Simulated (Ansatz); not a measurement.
Equilibrium properties in the simple cubic structure, computed with PBE in Ansatz (plane waves, PAW datasets (generated hard set); cutoff 700 eV), no spin polarisation, no spin–orbit coupling, Fermi–Dirac smearing of 0.061 eV, k-spacing 0.11 to 0.12 Å⁻¹:

```csv
crystal,a₀ (Å),V₀ (Å³/atom),B₀ (GPa)
Al,2.722,20.16,57
P,2.445,14.62,113
K,4.298,79.41,2.8
Ca,3.520,43.61,10.9
Cr,2.340,12.81,189
Cu,2.407,13.94,103
```

Problem. Give the same for Zn, Ga, V.

Solution. 
```csv
crystal,a₀ (Å),V₀ (Å³/atom),B₀ (GPa)
Zn,2.630,18.18,48
Ga,2.718,20.08,45
V,2.448,14.67,138
```

Model structures, not the usual forms at ambient conditions (metastable or hypothetical): Al, P, K, Ca, V, Cr, Cu, Zn, Ga. The k-mesh is modest, so these values aren't fully converged in k. Spin polarisation is left out, and a magnetic state may lie lower for Cr.
